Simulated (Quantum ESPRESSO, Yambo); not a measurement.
# Quasiparticle gap of AlAs (F-43m) in Yambo, part 2 of 3

Aim: the G0W0 gap of AlAs (F-43m) on PBE, step by step.

Quantum ESPRESSO 7.5 and Yambo 5.3.0; PBE and many-body steps on it, plane waves. Known limits of the many-body steps: not at the basis limit; no spin-orbit coupling; coarse k mesh.

So far. Step 2 (Ground state): The gap is indirect, with the least direct gap 0.61 eV higher. Step 3 (Bands along the symmetry lines): The gap is 1.438 eV, as in the run before at this level.

## (4) Empty states on the mesh, 4×4×4 mesh, 202 bands

Level of this step: DFT, PBE, plane waves, norm-conserving pseudopotentials (Quantum ESPRESSO).

The sums over transitions need many empty states on a uniform mesh; this step solves for them.

File pw.in:

```
&control
  calculation = 'nscf'
  prefix = 'x'
  outdir = 'o'
  pseudo_dir = 'pseudo'
/
&system
  ibrav = 0
  nat = 2
  ntyp = 2
  ecutwfc = 100.0
  nbnd = 202
  force_symmorphic = .true.
/
&electrons
  conv_thr = 1e-9
  electron_maxstep = 80
  diago_full_acc = .true.
  diago_thr_init = 5e-6
/
ATOMIC_SPECIES
  Al 26.982 Al.upf
  As 74.922 As.upf
CELL_PARAMETERS angstrom
  0.0000000000 2.8304000000 2.8304000000
  2.8304000000 0.0000000000 2.8304000000
  2.8304000000 2.8304000000 -0.0000000000
ATOMIC_POSITIONS crystal
  Al 0.0000000000 0.0000000000 0.0000000000
  As 0.2500000000 0.2500000000 0.2500000000
K_POINTS automatic
  4 4 4 0 0 0
```

Started as:

```sh
$ OMP_NUM_THREADS=1 mpirun -n 4 pw.x -nk 4 -in pw.in > pw.out
```

Output:

```text
[banner, memory and clock lines left out]
Program PWSCF v.7.5 starts

     Atomic positions and unit cell read from directory:
     o/x.save/

     Message from routine setup:
     using ibrav=0 with symmetry is DISCOURAGED, use correct ibrav instead

     G-vector sticks info

     bravais-lattice index     =            0
     lattice parameter (alat)  =       7.5642  a.u.
     unit-cell volume          =     306.0343 (a.u.)^3
     number of atoms/cell      =            2
     number of atomic types    =            2
     number of electrons       =        26.00
     number of Kohn-Sham states=          202
     kinetic-energy cutoff     =     100.0000  Ry
     charge density cutoff     =     400.0000  Ry
     Exchange-correlation= PBE
                           (   1   4   3   4   0   0   0)

     celldm(1)=   7.564177  celldm(2)=   0.000000  celldm(3)=   0.000000
     celldm(4)=   0.000000  celldm(5)=   0.000000  celldm(6)=   0.000000

     crystal axes: (cart. coord. in units of alat)
               a(1) = (   0.000000   0.707107   0.707107 )
               a(2) = (   0.707107   0.000000   0.707107 )
               a(3) = (   0.707107   0.707107  -0.000000 )

     reciprocal axes: (cart. coord. in units 2 pi/alat)
               b(1) = ( -0.707107  0.707107  0.707107 )
               b(2) = (  0.707107 -0.707107  0.707107 )
               b(3) = (  0.707107  0.707107 -0.707107 )
     Pseudo is Norm-conserving + core correction, Zval =  3.0
     Generated using ONCVPSP code by D. R. Hamann
     Using radial grid of 1876 points,  6 beta functions with:
     Pseudo is Norm-conserving + core correction, Zval = 23.0
     Generated using ONCVPSP code by D. R. Hamann
     Using radial grid of 1358 points,  6 beta functions with:
     Al                3.00    26.98200     Al( 1.00)
     As               23.00    74.92200     As( 1.00)

     24 Sym. Ops. (no inversion) found

   Cartesian axes

     site n.     atom                  positions (alat units)
         1        Al     tau(   1) = (   0.0000000   0.0000000   0.0000000  )
         2        As     tau(   2) = (   0.3535534   0.3535534   0.3535534  )

     number of k points=     8
                       cart. coord. in units 2pi/alat
        k(    1) = (   0.0000000   0.0000000   0.0000000), wk =   0.0312500
        k(    2) = (   0.1767767   0.1767767  -0.1767767), wk =   0.2500000
        k(    3) = (  -0.3535534  -0.3535534   0.3535534), wk =   0.1250000
[...]
k(    7) = (  -0.7071068   0.0000000   0.0000000), wk =   0.0937500
        k(    8) = (  -0.7071068   0.3535534   0.0000000), wk =   0.1875000

     Dense  grid:    41151 G-vectors     FFT dimensions: (  50,  50,  50)

     The potential is recalculated from file :
     o/x.save/charge-density

     Starting wfcs are   17 randomized atomic wfcs +  185 random wfcs

     Band Structure Calculation

     End of band structure calculation

          k = 0.0000 0.0000 0.0000 (  5065 PWs)   bands (ev):

  -176.9881-120.3709-120.3709-120.3709 -27.3877 -27.3877 -27.3877 -27.3771
   -27.3771  -4.8705   6.9991   6.9991   6.9991   9.0493  11.2909  11.2909
    11.2909  15.8858  16.0431  16.0431  18.4536  18.4536  18.4536  21.9189
    30.7849  30.7849  30.7849  32.7010  32.7010  33.0629  33.0629  33.0629
[...]
[... 14 further rows ...]
[...]
152.7445 152.7445

          k = 0.1768 0.1768-0.1768 (  5168 PWs)   bands (ev):

  -176.9881-120.3709-120.3709-120.3709 -27.3876 -27.3873 -27.3873 -27.3771
[...]
[... 14 further rows ...]
[...]
147.3031 147.3031

          k =-0.3536-0.3536 0.3536 (  5168 PWs)   bands (ev):

  -176.9881-120.3709-120.3709-120.3709 -27.3874 -27.3868 -27.3868 -27.3770
[...]
67.3176  69.4646  69.4646  69.7698  70.2946  70.2946  71.7273  72.7774
     [... 14 further rows ...]
   143.7497 144.1699 144.1699 145.6074 145.7391 145.7391 148.0512 148.3575
   148.3575 148.4314

          k = 0.3536 0.0000 0.0000 (  5105 PWs)   bands (ev):

     [... further k-points ...]

     highest occupied, lowest unoccupied level (ev):     6.9991    8.4373

     XML data file, pseudopotentials, collected wavefunctions
```

The job ended after 18 s (4 MPI ranks of Arm Neoverse V2, shared host; peak memory 0.56 GiB).

Numbers from this step:

```yaml
gap: 1.438 eV
k_of_the_valence_top: 0, 0, 0
k_of_the_conduction_bottom: 0, -0.5, -0.5
least_direct_gap: 2.050 eV
k_points_computed: 8
lowest_point_of_the_top_converged_band_above_the_valence_top: 137.5278 eV
```

On this mesh the gap is 1.438 eV.

## (5) Conversion and set-up

This step: Yambo 5.3.0; conversion and set-up on PBE, plane waves, norm-conserving pseudopotentials.

The states are converted to the many-body program's format and the q mesh is built.

Started as:

```sh
$ (cd o/x.save; p2y > p2y.log; mv SAVE ../..); yambo > setup.log
```

Output:

```text
 Yambo, version 5.3.0

 [02] CORE Variables Setup
 =========================

  [02.01] Unit cells
  ==================

  Cell kind             :  FCC
  Atoms in the cell     :  Al  As
  number of Al atoms    :  1
  number of As atoms    :  1

  List of atomic masses
  Mass of Al    :  26.98200
  Mass of As    :  74.92200

  List of atomic coordinates    : [cc]
  Al1       :  0.000000  0.000000  0.000000  order 1
  As1       :  2.674340  2.674340  2.674340  order 2

  Alat factors          :  5.348681  5.348681  5.348681 [a.u.]
  Direct lattice volume :  306.0343 [a.u.]
  Direct lattice vectors:  A[ 1 ]  A[ 2 ]  A[ 3 ]
   A[ 1 ]:  0.000000  1.000000  1.000000  [iru]
   0.000000  5.348681  5.348681  [cc]
   A[ 2 ]:  1.000000  0.000000  1.000000  [iru]
   5.348681  0.000000  5.348681  [cc]
   A[ 3 ]:  1.000000  1.000000 -0.000000  [iru]
   5.348681  5.348681 -0.000000  [cc]

  Recip. lattice volume :  0.810531 [a.u.]
  Recip. lattice vectors:  B[ 1 ]  B[ 2 ]  B[ 3 ]
   B[ 1 ]: -0.500000  0.500000  0.500000  [iku]
  -0.587358  0.587358  0.587358  [cc]
   B[ 2 ]:  0.500000 -0.500000  0.500000  [iku]
   0.587358 -0.587358  0.587358  [cc]
   B[ 3 ]:  0.500000  0.500000 -0.500000  [iku]
   0.587358  0.587358 -0.587358  [cc]

  [02.02] Symmetries
  ==================

  Inversion symmetry    : yes
  Spatial inversion     : no
  Inversion index       :  25
  K-space Time-reversal : yes
  Magnetic symmetries   : no
  Time-reversal derived K-space symmetries:   25   48
  Group table correct   : yes
  Symmetries units      :  [cc]

   [S  1]:   1.0000      0.42730E-17  0.42730E-17  0.42730E-17   1.0000     -0.42730E-17 -0.42730E-17 -0.42730E-17   1.0000
   [S  2]:  -1.0000     -0.42730E-17  0.42730E-17 -0.42730E-17  -1.0000     -0.42730E-17  0.42730E-17  0.42730E-17   1.0000
   [S  3]:  -1.0000      0.42730E-17 -0.42730E-17 -0.42730E-17   1.0000      0.42730E-17  0.42730E-17 -0.42730E-17  -1.0000
[...]
[S  9]:  0.42730E-17   1.0000      0.42730E-17 -0.42730E-17  0.42730E-17   1.0000       1.0000     -0.42730E-17 -0.42730E-17
   [S 10]:  0.42730E-17  -1.0000     -0.42730E-17 -0.42730E-17 -0.42730E-17  -1.0000       1.0000      0.42730E-17  0.42730E-17
     [... 36 further rows ...]
   [S*47]:   1.0000      0.42730E-17 -0.42730E-17  0.42730E-17 -0.42730E-17  -1.0000     -0.42730E-17   1.0000      0.42730E-17
   [S*48]:   1.0000     -0.42730E-17  0.42730E-17  0.42730E-17  0.42730E-17   1.0000     -0.42730E-17  -1.0000     -0.42730E-17

  [02.03] Reciprocal space
  ========================

  nG shells         :   388
  nG charge         :   41151
  nG WFs            :   6151
  nC WFs            :   5190
  G-vecs. in first 38 shells:  [ Number ]
     1    9   15   27   51   59   65   89  113
    137   169   181   229   259   283   307   331   339
    387   411   459   531   537   561   609   645   701
[...]
1139  1211
  ...
[...]
K/Q-points units:
  rlu = crystal or reduced units; cc = cartesian coordinates; iku = interal k-units

  K [1]          [rlu]:  0.000000  0.000000  0.000000
         WF components:   5065
  K [2]          [rlu]: -0.99003E-17  0.39775E-17  0.25000
         WF components:   5168
  K [3]          [rlu]:  0.19801E-16 -0.79550E-17 -0.50000
         WF components:   5168
  K [4]          [rlu]: -0.97223E-17  0.25000      0.25000
         WF components:   5105
  K [5]          [rlu]: -0.11933E-16  0.25000     -0.50000
         WF components:   5179
  [... 2 further k-points ...]
  K [8]          [rlu]:  0.250000 -0.500000 -0.250000
         WF components:   5180

  [02.05] Energies & Occupations
  ==============================

  [X] === General ===
  [X] Electronic Temperature                        :  0.000000  0.000000 [eV K]
  [X] Bosonic    Temperature                        :  0.000000  0.000000 [eV K]
  [X] Finite Temperature mode                       : no
  [X] El. density                                   :  0.57332E+24 [cm-3]
  [X] Fermi Level                                   :  6.999082 [eV]

  [X] === Gaps and Widths ===
  [X] Conduction Band Min                           :  1.438227 [eV]
  [X] Valence Band Max                              :  0.000000 [eV]
  [X] Filled Bands                                  :  13
  [X] Empty Bands                                   :   14  202
  [X] Direct Gap                                    :  2.050208 [eV]
  [X] Direct Gap localized at k                     :  1
  [X] Indirect Gap                                  :  1.438227 [eV]
  [X] Indirect Gap between kpts                     :   1   7
  [X] Last valence band width                       :  2.822586 [eV]
  [X] 1st conduction band width                     :  2.893526 [eV]

  E @ K [1]:  [eV]
  -183.9871 -127.3699 -127.3699 -127.3699  -34.3868  -34.3868  -34.3868  -34.3762
   -34.376      -11.870     -0.13592E-09 -0.95241E-10   0.0000       2.0502       4.2918       4.2918
    4.29183   8.88674   9.04406   9.04406  11.45451  11.45451  11.45451  14.91981
[...]
occ @ K [1]
[...]
E @ K [2]:  [eV]
[...]
occ @ K [2]
[...]
E @ K [3]:  [eV]
[...]
occ @ K [3]
[...]
E @ K [4]:  [eV]
[...]
occ @ K [4]
[...]
E @ K [5]:  [eV]
[...]
occ @ K [5]
[...]
[... 2 further k-points ...]
  E @ K [8]:  [eV]
[...]
occ @ K [8]
[...]
0.000000  0.000000  0.000000  0.000000  0.000000  0.000000  0.000000  0.000000
   0.000000  0.000000  0.000000  0.000000  0.000000  0.000000  0.000000  0.000000

 [03] Transferred momenta grid and indexing
 ==========================================

 IBZ Q-points                                      :   8
 BZ  Q-points                                      :   64

 K/Q-points units:
 rlu = crystal or reduced units; cc = cartesian coordinates; iku = interal k-units

 Q [1]          [rlu]:  0.000000  0.000000  0.000000
 Q [2]          [rlu]:  0.81056E-17  0.81056E-17  0.25000
 Q [3]          [rlu]: -0.16211E-16 -0.16211E-16 -0.50000
[...]
Q [7]          [rlu]:  0.19445E-16 -0.50000     -0.50000
 Q [8]          [rlu]:  0.250000 -0.500000 -0.250000

  [03.01] X indexes
  =================

   [03.01.01] Sigma indexes
   ========================

 [06] Game Over & Game summary
```

Run time: 2.6 s. Hardware: 1 MPI rank; peak memory 0.25 GiB.

(Continued in part 3 of 3.)

[Paths, hosts, dates, memory and timing lines, banners, echoed tables and standing remarks are left out of the program output.]

[Logs are printed without paths, hosts, clocks, repeated set-up lines and the standing remarks that a program may print on its own settings, such as how far it seeks lower states.]

[Runs of the session that timed out or met a known fault of the program may be left out.]

[Hosts, paths, dates, database ids (printed as entryN), source tags and the programs' standing remarks are cut or masked in the printed files.]
